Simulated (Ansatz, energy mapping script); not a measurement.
## MnS (Browneite): exchange couplings from total energies

How strongly do the moments of MnS (Browneite) couple under PBE+U (2.64 eV)? The plan is to run several orders and fit a Heisenberg model.

Main program and level: Ansatz 0.2.0; PBE with U = 2.64 eV on Mn d, ortho-atomic projectors; plane waves, U on orthogonalised atomic orbitals unless named otherwise, collinear spin, no spin–orbit coupling.

**1. The starting structure**

Symmetry: F-43m, No. 216, cubic system. Conventional cell: a = 5.600 Å, b = 5.600 Å, c = 5.600 Å, α = 90.00°, β = 90.00°, γ = 90.00°. Nearest to Mn lie 4 S at 2.42 Å. Nearest to S lie 4 Mn at 2.42 Å. Farther neighbours and most contacts between anions are not listed.

A Hubbard U penalises fractional filling of the shell. It raises the cost of virtual hops to the neighbours, so couplings that rest on such hops usually weaken.

**2. One set of occupation matrices for all orders**

A corrected shell can settle in several orbital fillings. One parallel run, with an occupation width a fifth wider than the orders use, therefore is to supply the occupation matrices. All orders start from them.

The input, input.yaml:

```yaml
crystal:
  lattice:
    - [0.0, 2.8, 2.8]
    - [2.8, 0.0, 2.8]
    - [2.8, 2.8, 0.0]
  atoms:
    - { symbol: Mn, position: [0.0, 0.0, 0.0], spin: 4.5 }
    - { symbol: S, position: [0.25, 0.25, 0.25] }
magnetization:
  spin_polarized: true
kpoints:
  mp_grid: { grid: [9, 9, 9] }
hamiltonian:
  xc: pbe
  hubbard:
    sites: [{ species: Mn, l: d, u_eff: 2.64 }]
    projectors: ortho-atomic
scf:
  occupations: { method: fermi_dirac, width: 0.06 }
output:
  eigenvalues: true
```

Launch:

```
$ ansatz run input.yaml --threads 4 --pin off --max-ram 8192MiB --backend cpu --events-out ev --progress --plain --runs-dir out
```

Numbers of over 12 decimals in the logs are rounded to 6 here.

The log of the run:

```text
Engine: ansatz 0.2.0, aarch64-unknown-linux-gnu
Pseudopotentials: kind: paw
Pseudopotential: Mn, paw, valence charge 15, recommended cutoff 420 eV (normal), Mn.paw.azcp
Pseudopotential: S, paw, valence charge 6, recommended cutoff 420 eV (normal), S.paw.azcp
Functional definition: PBE
  parameter kappa = 0.804
  parameter beta = 0.066725
  exchange = pbe_x(kappa = kappa, mu = beta*pi^2/3)
  correlation = pbe_c(beta = beta)
Crystal: 2 atoms, lattice volume = 43.904 Å³
Basis set: ecut = 420 eV, 869 PW (Γ)
Bands: 17, of which v1, the nominal top of the filled ones, is band 11 counted from 1 (10 counted from 0)
Symmetry: 24 space group operations
Space group: F-43m (ITA 216), of the structure as read, at distance tolerance 3.5e-5 Å
Magnetic group: BNS 216.74 (UNI 1576), of the structure as read, at distance tolerance 3.5e-5 Å
k-points: 35 of 729 (time reversal used)
Non-local potential: Mn, projectors of the file, l = 0: 3, l = 1: 2, l = 2: 3, l = 3: 1
Non-local potential: S, projectors of the file, l = 0: 2, l = 1: 2, l = 2: 2
PAW form: soft (Blöchl's): semilocal exchange-correlation on the pseudo side does not see the compensation charge
PAW one-centre angular grid: Mn, 590 points (default); XC on 64 Gauss nodes
PAW one-centre angular grid: S, 110 points (default); XC on 64 Gauss nodes
Initial density: superposition of atomic densities (chi_scale 0.1, normalization cell, long waves kept (reshape's long-wave potential 0.00 eV rms))
Starting moments: Σ|m| = 4.5 μB on 1 of 2 sites
Initial wavefunctions: pseudopotential atomic-orbital guess
Functional: x = pbe(κ = 0.804, μ = 0.219515), c = pbe(β = 0.066725)
SCF iter   1: F=—  HF=-4801.515769 eV  |F-HF|=—  |Δ(HF+E_count)|=         —  Δρ=5.51e-2 (↑5.51e-2 ↓3.18e-2)  dr2=2.59e0  dr2_m=1.51e-1  M=4.990 μB ∫|m|=4.990 μB  β_m=1.00  ethr=3.10e-3  ⟨swp⟩=4.7  Hψ=5663  notcnv=0
preconditioner: auto → none  [insulator: Δε(μ)=0.237 eV  Ē_g=10.071 eV  σ=0.060 eV  W_gap=0.55  n_scr=14 (ndim 8)  ℏωp=20.2 eV  f_vac=0.000  D(μ)=0.14/eV (n_scr^D=0)  ε∞_Penn≈5.0]
SCF iter   2: F=—  HF=-4801.179877 eV  |F-HF|=—  |Δ(HF+E_count)|=   3.36e-1  Δρ=1.21e-2 (↑1.01e-2 ↓1.21e-2)  dr2=1.96e-1  dr2_m=1.26e-2  M=5.000 μB ∫|m|=5.000 μB  β_m=1.00  ethr=3.10e-3  ⟨swp⟩=3.1  Hψ=3058  notcnv=0  defer=45
SCF iter   3: F=—  HF=-4801.248420 eV  |F-HF|=—  |Δ(HF+E_count)|=   6.85e-2  Δρ=6.28e-3 (↑6.28e-3 ↓5.92e-3)  dr2=5.83e-2  dr2_m=4.57e-4  M=5.000 μB ∫|m|=5.000 μB  β_m=1.00  ethr=9.32e-4  ⟨swp⟩=2.5  Hψ=1973  notcnv=0  defer=45
SCF iter   4: F=—  HF=-4801.292222 eV  |F-HF|=—  |Δ(HF+E_count)|=   4.38e-2  Δρ=2.64e-3 (↑2.64e-3 ↓2.20e-3)  dr2=6.71e-3  dr2_m=9.59e-5  M=5.000 μB ∫|m|=5.000 μB  β_m=0.30  ethr=2.77e-4  ⟨swp⟩=2.3  Hψ=1881  notcnv=0  defer=45
Mixer restart at iter 4: flushing history
[...]
SCF iter   7: F=—  HF=-4801.337092 eV  |F-HF|=—  |Δ(HF+E_count)|=   1.37e-3  Δρ=2.04e-4 (↑2.04e-4 ↓1.42e-4)  dr2=2.41e-5  dr2_m=6.68e-6  M=5.000 μB ∫|m|=5.000 μB  β_m=0.49  ethr=1.13e-5  ⟨swp⟩=2.5  Hψ=2207  notcnv=0  defer=45
SCF iter   8: F=—  HF=-4801.337094 eV  |F-HF|=—  |Δ(HF+E_count)|=   1.47e-6  Δρ=7.72e-5 (↑7.72e-5 ↓6.59e-5)  dr2=1.41e-6  dr2_m=1.61e-6  M=5.000 μB ∫|m|=5.000 μB  β_m=0.71  ethr=1.15e-7  ⟨swp⟩=1.8  Hψ=1598  notcnv=0  defer=45
iter 9 met the thresholds in force, and the SCF goes on: an eigenvalue changes by 0.83 meV, over its tolerance of 0.50 meV (output.eigenvalues, Limitations)
SCF iter   9: F=-4801.337096 eV  HF=-4801.337096 eV  |F-HF|=3.16e-8  |Δ(HF+E_count)|=   2.54e-6  Δρ=1.59e-5 (↑1.59e-5 ↓7.79e-6)  dr2=3.77e-8  dr2_m=4.75e-8  M=5.000 μB ∫|m|=5.000 μB  β_m=0.85  ethr=4.76e-10  ⟨swp⟩=3.9  Hψ=4145  notcnv=0
SCF iter  10: F=-4801.337096 eV  HF=-4801.337096 eV  |F-HF|=6.17e-9  |Δ(HF+E_count)|=   6.81e-8  Δρ=3.68e-6 (↑2.65e-6 ↓3.68e-6)  dr2=9.89e-9  dr2_m=2.08e-9  M=5.000 μB ∫|m|=5.000 μB  ethr=1.80e-10  ⟨swp⟩=1.3  Hψ=3583  notcnv=0
SCF 1 converged in 10 iterations: F = -4801.337096 eV  dr2 = 9.89e-9
[...]
SCF converged after 10 iterations
an eigenvalue changed by more than its tolerance at an iteration that met the thresholds in force, so the SCF went on 1 time: the last check found none over its tolerance
Magnetization: 5.0000 μB (13.0000 up, 8.0000 down)
Absolute magnetization: 5.0000 μB (∫|ρ↑−ρ↓|, with the PAW one-centre terms)
Spin contamination: 0.0127 ħ² per cell (⟨S²⟩ above its minimum at these occupations)
Per-site moments (μB) at R_I (Å): [(4.308647, 1.000259), (0.076820, 1.000259)]
Free energy (F): -4801.337096 eV
Harris-Foulkes:  -4801.337096 eV  (|F-HF|=6.17e-9)
Internal energy: -4801.337085 eV  (E = F + TS)
E sigma→0 (E₀):  -4801.337091 eV
Entropy (-TS):   -0.000011 eV (-0.005 meV/atom)
Fermi energy:    7.747537 eV
--- Per-component energies (eV) ---
  E_band       = -364.685888
  E_kinetic    = 404.981184
  E_local      = -2794.464257  (includes V_loc(G=0)·N_el)
  E_nonlocal   = 280.367350
  E_hartree    = 1145.877438
  E_xc         = -208.146057
  E_vxc        = -229.311025  (∫ρ·V_xc dr)
  E_hubbard    = 0.442350  (on-site DFT+U / exact-exchange correction)
  E_vhub       = -6.106184  (the Hubbard potential's part of the band-sum identity)
  E_paw        = -1906.297921  (= ΣΔE_a)
  E_vpaw       = -311.905702  (= ΣTr[D̂ρ^β])
  E_aug_tail   = -0.000008  (compensation charges beyond the density's cutoff)
  E_ewald      = -1724.097164
  E_smearing   = -0.000011  (= −TS)
  E_closure    = 0.000000  (closes the sum)
  Σ components = -4801.337096   (vs F -4801.337096, Δ=0.00e0)
--- Band table (eV; the first three rows and the last of 70) ---
  k-point 0 ↑: bands = [... 7 lower, 1.5783, 2.7668, 2.7668, 7.3463, 7.3463, 7.3463, 8.4568, 13.2768, ... 2 higher]
  k-point 1 ↑: bands = [... 7 lower, 1.6122, 2.7613, 2.7613, 6.5618, 7.2201, 7.2201, 9.1291, 13.1563, ... 2 higher]
  k-point 2 ↑: bands = [... 7 lower, 1.6917, 2.7636, 2.7636, 5.3428, 6.9135, 6.9135, 9.9402, 13.1589, ... 2 higher]
  k-point 34 ↓: bands = [... 7 lower, 4.1557, 8.4212, 9.0899, 9.7355, 9.9495, 10.4170, 13.5034, 14.5349, ... 2 higher]
Occupation matrices written to <dir>
```

Elapsed: 2.2 s, on 4 threads of Arm Neoverse V1, shared host; peak memory 0.34 GiB; 7.7 s of CPU time.

In the SCF lines HF is the Harris–Foulkes energy and dr2 the Hartree energy of the density residual, in eV; the loop may stop once dr2 is under the threshold and the program's other checks hold. Hψ counts applications of the Hamiltonian.

Read from the output:

| Item | Value |
| --- | --- |
| final state | ferromagnetic |
| electrons in the corrected shells | 5.296 e |
| largest moment | 4.309 μB |

**3. Order 1: parallel, cell A of 4 atoms**

The parallel order is the zero of energy for this cell and mesh.

The input, input.yaml:

```yaml
crystal:
  lattice:
    - [0.0, -2.8, -2.8]
    - [0.0, 2.8, -2.8]
    - [5.6, 0.0, 0.0]
  atoms:
    - { symbol: Mn, position: [0.5, 0.5, 0.5], spin: 4.5 }
    - { symbol: Mn, position: [0.0, 0.0, 0.0], spin: 4.5 }
    - { symbol: S, position: [0.0, 0.5, 0.75] }
    - { symbol: S, position: [0.5, 0.0, 0.25] }
magnetization:
  spin_polarized: true
kpoints:
  mp_grid: { grid: [7, 7, 5] }
hamiltonian:
  xc: pbe
  hubbard:
    sites:
      - { species: Mn, l: d, u_eff: 2.64 }
      - { site: 0, l: d, u_eff: 2.64, starting_ns: [{ spin: up, occupation_matrix: mn1_major }, { spin: down, occupation_matrix: mn1_minor }] }
      - { site: 1, l: d, u_eff: 2.64, starting_ns: [{ spin: up, occupation_matrix: mn1_major }, { spin: down, occupation_matrix: mn1_minor }] }
    projectors: ortho-atomic
    occupation_matrices:
      mn1_major:
        matrix:
          - [0.996, 0.0, 0.0, 0.0, 0.0]
          - [0.0, 0.992, 0.0, 0.0, 0.0]
          - [0.0, 0.0, 0.992, 0.0, 0.0]
          - [0.0, 0.0, 0.0, 0.996, 0.0]
          - [0.0, 0.0, 0.0, 0.0, 0.992]
      mn1_minor:
        matrix:
          - [0.029, 0.0, 0.0, 0.0, 0.0]
          - [0.0, 0.09, 0.0, 0.0, 0.0]
          - [0.0, 0.0, 0.09, 0.0, 0.0]
          - [0.0, 0.0, 0.0, 0.029, 0.0]
          - [0.0, 0.0, 0.0, 0.0, 0.09]
scf:
  occupations: { method: fermi_dirac, width: 0.05 }
output:
  eigenvalues: true
```

The log of the run:

```text
[...]
Crystal: 4 atoms, lattice volume = 87.808 Å³
Basis set: ecut = 420 eV, 1715 PW (Γ)
Bands: 31, of which v1, the nominal top of the filled ones, is band 21 counted from 1 (20 counted from 0)
Symmetry: 16 space group operations
[...]
k-points: 30 of 245 (time reversal used)
[...]
Starting moments: Σ|m| = 9 μB on 2 of 4 sites
[...]
SCF iter   1: F=—  HF=-9603.107353 eV  |F-HF|=—  |Δ(HF+E_count)|=         —  Δρ=5.50e-2 (↑5.50e-2 ↓3.29e-2)  dr2=5.36e0  dr2_m=2.88e-1  M=9.979 μB ∫|m|=9.980 μB  β_m=1.00  ethr=3.10e-3  ⟨swp⟩=5.8  Hψ=7270  notcnv=0
[...]
spin=Collinear: Kerker preconditioning applied to the charge; magnetization (m = ρ↑ − ρ↓) channel mixes plain (no charge-response kernel on spin).
SCF iter   2: F=—  HF=-9602.638628 eV  |F-HF|=—  |Δ(HF+E_count)|=   4.69e-1  Δρ=2.34e-2 (↑2.34e-2 ↓1.30e-2)  dr2=1.23e0  dr2_m=5.11e-2  M=10.000 μB ∫|m|=10.000 μB  β_m=1.00  ethr=3.10e-3  ⟨swp⟩=2.7  Hψ=3983  notcnv=0  defer=130
[...]
spin=Collinear: Resta preconditioning applied to the charge; magnetization (m = ρ↑ − ρ↓) channel mixes plain (no charge-response kernel on spin).
SCF iter   3: F=—  HF=-9602.530794 eV  |F-HF|=—  |Δ(HF+E_count)|=   1.08e-1  Δρ=8.96e-3 (↑8.96e-3 ↓7.24e-3)  dr2=2.89e-1  dr2_m=6.19e-3  M=10.000 μB ∫|m|=10.000 μB  β_m=1.00  ethr=2.92e-3  ⟨swp⟩=2.4  Hψ=2622  notcnv=0  defer=129
[...]
SCF iter  13: F=-9602.674034 eV  HF=-9602.674034 eV  |F-HF|=6.63e-9  |Δ(HF+E_count)|=   3.20e-7  Δρ=3.09e-6 (↑3.09e-6 ↓1.40e-6)  dr2=1.44e-8  dr2_m=8.14e-10  M=10.000 μB ∫|m|=10.000 μB  ethr=2.38e-10  ⟨swp⟩=8.0  Hψ=6835  notcnv=0
SCF 1 converged in 13 iterations: F = -9602.674034 eV  dr2 = 1.44e-8
[...]
SCF converged after 13 iterations
Magnetization: 10.0000 μB (26.0000 up, 16.0000 down)
Absolute magnetization: 10.0000 μB (∫|ρ↑−ρ↓|, with the PAW one-centre terms)
[...]
Per-site moments (μB) at R_I (Å): [(4.308655, 1.000259), (4.308655, 1.000259), (0.076868, 1.000259), (0.076868, 1.000259)]
Free energy (F): -9602.674034 eV
[...]
Internal energy: -9602.674030 eV  (E = F + TS)
E sigma→0 (E₀):  -9602.674032 eV
Entropy (-TS):   -0.000004 eV (-0.001 meV/atom)
Fermi energy:    7.761623 eV
[...]
--- Specified on-site occupations, and those of the state reported ---
  electrons in the specified blocks: 10.5920 specified, 10.5923 found
  site 0 (l=d) ↓: largest change of an orbital's occupation 0.0005; electrons 0.3280 specified, 0.3287 found; spectral distance 0.0007
[...]
site 0 (l=d) ↑: largest change of an orbital's occupation 0.0003; electrons 4.9680 specified, 4.9674 found; spectral distance 0.0004
[...]
--- Band table (eV; the first three rows and the last of 60) ---
  k-point 0 ↑: bands = [... 17 lower, 2.7668, 2.9050, 2.9673, 3.7625, 4.7819, 4.7819, 7.3464, 7.3464, ... 6 higher]
  k-point 1 ↑: bands = [... 17 lower, 2.7334, 2.7856, 2.9479, 4.2184, 5.0384, 5.0384, 6.7285, 7.0718, ... 6 higher]
  k-point 2 ↑: bands = [... 17 lower, 2.6581, 2.8353, 2.8972, 5.0406, 5.6609, 5.6609, 5.8876, 6.4157, ... 6 higher]
  k-point 29 ↓: bands = [... 17 lower, 8.4517, 9.0988, 9.1343, 9.6552, 9.7362, 9.9570, 9.9995, 10.3728, ... 6 higher]
Occupation matrices written to <dir>
```

It took 7 s on 4 threads; peak memory 0.42 GiB; 26 s of CPU time.

Spin moment in the sphere by atom:

| atom | spin moment in the sphere (μB) |
| --- | --- |
| Mn1 | 4.31 |
| Mn2 | 4.31 |
| S3 | 0.08 |
| S4 | 0.08 |

The run ends ferromagnetic.

**4. Order 2: compensated +−, cell A of 4 atoms**

This order reverses 8 of the 12 neighbours at 3.96 Å, 0 of the 6 neighbours at 5.60 Å and 16 of the 24 neighbours at 6.86 Å, counted for an average magnetic atom.

input.yaml, as its differences from that of step 3:

```diff
@@ -7,3 +7,3 @@
     - { symbol: Mn, position: [0.5, 0.5, 0.5], spin: 4.5 }
-    - { symbol: Mn, position: [0.0, 0.0, 0.0], spin: 4.5 }
+    - { symbol: Mn, position: [0.0, 0.0, 0.0], spin: -4.5 }
     - { symbol: S, position: [0.0, 0.5, 0.75] }
@@ -20,3 +20,3 @@
       - { site: 0, l: d, u_eff: 2.64, starting_ns: [{ spin: up, occupation_matrix: mn1_major }, { spin: down, occupation_matrix: mn1_minor }] }
-      - { site: 1, l: d, u_eff: 2.64, starting_ns: [{ spin: up, occupation_matrix: mn1_major }, { spin: down, occupation_matrix: mn1_minor }] }
+      - { site: 1, l: d, u_eff: 2.64, starting_ns: [{ spin: up, occupation_matrix: mn1_minor }, { spin: down, occupation_matrix: mn1_major }] }
     projectors: ortho-atomic
```

The log of the run:

```text
[...]
Crystal: 4 atoms, lattice volume = 87.808 Å³
Basis set: ecut = 420 eV, 1715 PW (Γ)
Bands: 31, of which v1, the nominal top of the filled ones, is band 21 counted from 1 (20 counted from 0)
Symmetry: 8 space group operations
[...]
k-points: 30 of 245 (time reversal used)
[...]
Starting moments: Σ|m| = 9 μB on 2 of 4 sites
Starting magnetic order: antiferromagnet; a translation exchanges its spin sublattices: spin-degenerate at every k-point
[...]
the translation (0.5, 0.5, 0.5) carries every atom to within crystal.symmetry.tolerance of an atom of its element with the starting moment reversed, but both spin channels are solved: the dense FFT box has an odd point count along it
SCF iter   1: F=—  HF=-9603.573126 eV  |F-HF|=—  |Δ(HF+E_count)|=         —  Δρ=4.67e-2 (↑4.67e-2 ↓4.67e-2)  dr2=6.61e0  dr2_m=1.33e-1  M=0.000 μB ∫|m|=8.936 μB  β_m=1.00  ethr=3.10e-3  ⟨swp⟩=5.3  Hψ=7275  notcnv=0
[...]
SCF iter  13: F=-9602.969115 eV  HF=-9602.969115 eV  |F-HF|=1.11e-8  |Δ(HF+E_count)|=   3.47e-7  Δρ=2.88e-6 (↑2.88e-6 ↓2.79e-6)  dr2=1.97e-8  dr2_m=1.02e-9  M=0.000 μB ∫|m|=9.491 μB  ethr=2.38e-10  ⟨swp⟩=7.8  Hψ=7470  notcnv=0
SCF 1 converged in 13 iterations: F = -9602.969115 eV  dr2 = 1.97e-8
[...]
SCF converged after 13 iterations
Magnetization: 0.0000 μB (21.0000 up, 21.0000 down)
Absolute magnetization: 9.4914 μB (∫|ρ↑−ρ↓|, with the PAW one-centre terms)
[...]
Per-site moments (μB) at R_I (Å): [(4.207973, 1.000259), (-4.207973, 1.000259), (1.6531997843064313e-6, 1.000259), (1.6531997847150377e-6, 1.000259)]
Free energy (F): -9602.969115 eV
[...]
Internal energy: -9602.969115 eV  (E = F + TS)
E sigma→0 (E₀):  -9602.969115 eV
Fermi energy:    7.473220 eV
[...]
--- Specified on-site occupations, and those of the state reported ---
  electrons in the specified blocks: 10.5920 specified, 10.7064 found
[...]
--- Band table (eV; the first three rows and the last of 60) ---
  k-point 0 ↑: bands = [... 17 lower, 4.1297, 5.6955, 6.1452, 6.1452, 8.8063, 9.3207, 9.4831, 9.6131, ... 6 higher]
  k-point 1 ↑: bands = [... 17 lower, 4.1570, 5.5228, 6.1496, 6.1496, 9.1067, 9.3139, 9.6111, 9.8992, ... 6 higher]
  k-point 2 ↑: bands = [... 17 lower, 4.2008, 5.2956, 6.1576, 6.1576, 9.3592, 9.6078, 9.7335, 10.2837, ... 6 higher]
  k-point 29 ↓: bands = [... 17 lower, 3.8677, 4.2606, 4.5460, 4.7584, 8.9972, 9.0274, 9.5419, 9.7206, ... 6 higher]
Occupation matrices written to <dir>
```

Elapsed: 7.3 s, on 4 threads; peak memory 0.43 GiB.

Spin moment in the sphere by atom:

| atom | spin moment in the sphere (μB) |
| --- | --- |
| Mn1 | 4.21 |
| Mn2 | -4.21 |
| S3 | 0.00 |
| S4 | 0.00 |

The run ends antiferromagnetic, 147.54 meV a magnetic atom below the parallel order of its cell.

**5. Order 3: parallel, cell B of 4 atoms**

The parallel order again, as the reference for this cell.

This run holds the same structure in another cell (c 5.600 → 6.859 Å, α 90.0 → 73.2°, β 90.0 → 73.2°, γ 90.0 → 60.0°).

The input, input.yaml:

```yaml
crystal:
  lattice:
    - [0.0, -2.8, -2.8]
    - [-2.8, 0.0, -2.8]
    - [2.8, 2.8, -5.6]
  atoms:
    - { symbol: Mn, position: [0.5, 0.5, 0.5], spin: 4.5 }
    - { symbol: Mn, position: [0.0, 0.0, 0.0], spin: 4.5 }
    - { symbol: S, position: [0.125, 0.125, 0.625] }
    - { symbol: S, position: [0.625, 0.625, 0.125] }
magnetization:
  spin_polarized: true
kpoints:
  mp_grid: { grid: [8, 8, 8] }
hamiltonian:
  xc: pbe
  hubbard:
    sites:
      - { species: Mn, l: d, u_eff: 2.64 }
      - { site: 0, l: d, u_eff: 2.64, starting_ns: [{ spin: up, occupation_matrix: mn1_major }, { spin: down, occupation_matrix: mn1_minor }] }
      - { site: 1, l: d, u_eff: 2.64, starting_ns: [{ spin: up, occupation_matrix: mn1_major }, { spin: down, occupation_matrix: mn1_minor }] }
    projectors: ortho-atomic
    occupation_matrices:
      mn1_major:
        matrix:
          - [0.996, 0.0, 0.0, 0.0, 0.0]
          - [0.0, 0.992, 0.0, 0.0, 0.0]
          - [0.0, 0.0, 0.992, 0.0, 0.0]
          - [0.0, 0.0, 0.0, 0.996, 0.0]
          - [0.0, 0.0, 0.0, 0.0, 0.992]
      mn1_minor:
        matrix:
          - [0.029, 0.0, 0.0, 0.0, 0.0]
          - [0.0, 0.09, 0.0, 0.0, 0.0]
          - [0.0, 0.0, 0.09, 0.0, 0.0]
          - [0.0, 0.0, 0.0, 0.029, 0.0]
          - [0.0, 0.0, 0.0, 0.0, 0.09]
scf:
  occupations: { method: fermi_dirac, width: 0.05 }
output:
  eigenvalues: true
```

The log of the run:

```text
[...]
Crystal: 4 atoms, lattice volume = 87.808 Å³
Basis set: ecut = 420 eV, 1731 PW (Γ)
Bands: 31, of which v1, the nominal top of the filled ones, is band 21 counted from 1 (20 counted from 0)
Symmetry: 12 space group operations
[...]
k-points: 65 of 512 (time reversal used)
[...]
Starting moments: Σ|m| = 9 μB on 2 of 4 sites
[...]
k-point 0 ↑: bands = [... 17 lower, 2.7667, 2.8689, 2.8689, 3.1796, 6.3171, 6.3171, 7.3463, 7.3463, ... 6 higher]
  k-point 1 ↑: bands = [... 17 lower, 2.7646, 2.8568, 2.8568, 3.3512, 6.3567, 6.3567, 7.0270, 7.3048, ... 6 higher]
  k-point 2 ↑: bands = [... 17 lower, 2.7603, 2.8268, 2.8268, 3.7849, 6.4165, 6.4681, 6.4681, 7.1890, ... 6 higher]
  k-point 64 ↓: bands = [... 17 lower, 8.8118, 9.2559, 9.2843, 9.4709, 9.5783, 10.0950, 10.1847, 10.2218, ... 6 higher]
Occupation matrices written to <dir>
[key lines of the parts left out:]
SCF converged after 13 iterations
Magnetization: 10.0000 μB (26.0000 up, 16.0000 down)
Free energy (F): -9602.674141 eV
Fermi energy:    7.753345 eV
```

Elapsed: 13 s, on 4 threads; peak memory 0.56 GiB; 49 s of CPU time.

The run ends ferromagnetic. For each magnetic atom its energy differs from the parallel run of the first cell by -0.05 meV, an error that one common reference would have brought in.

(Continued in part 2 of 2.)

[Logs and program files are shortened in this print: banners, set-up blocks, solver, clock and traceback lines can be left out without a mark of their own.]

[Logs are printed without paths, hosts, clocks, repeated set-up lines and the standing remarks that a program may print on its own settings, such as how far it seeks lower states.]

[Hosts, paths, dates, database ids (printed as entryN), source tags and the programs' standing remarks are cut or masked in the printed files.]

[Where a cell is said to come from a database of computed structures, the database is the Materials Project.]
